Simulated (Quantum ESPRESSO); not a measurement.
**TiAl and the effect of the choice of potentials or basis**

The cell as given:

```xyz
2
Lattice="2.8673 0.0000 0.0000 -1.4336 2.4831 0.0000 0.0000 0.0000 4.6781" Properties=species:S:1:pos:R:3 pbc="T T T"
Ti    0.0000    0.0000    0.0000
Al    0.0000    1.6554    2.3390
```

The cell comes from a database or a generator and needn't be the stable form of this composition.

Kept alike: task relaxation of cell and atoms; functional PBEsol; k mesh 11 × 11 × 6; occupations fermi-dirac, width 0.05 eV; no spin polarisation. Program: Quantum ESPRESSO. Cutoffs run from 612 to 1143 eV. The mesh is that of the run's cell of 2 atoms. No spin-orbit coupling.

```csv
choice of potentials or basis,volume (Å³/atom)
GBRV 1.5 PBEsol,16.216
PseudoDojo 0.4 SR PBEsol stringent,16.231
PseudoDojo 0.4.1 SR PBEsol standard,16.231
```

The relaxations keep at least the cell's symmetry (P-6m2). For a metal such a mesh leaves the last digits unconverged. Relaxations stop with a little pressure left, so the last digits of a volume or edge aren't settled.

Question: What does the choice of potentials or basis change here?

Answer: The volume runs from 16.216 (GBRV 1.5 PBEsol) to 16.231 Å³/atom (PseudoDojo 0.4 SR PBEsol stringent; PseudoDojo 0.4.1 SR PBEsol standard).
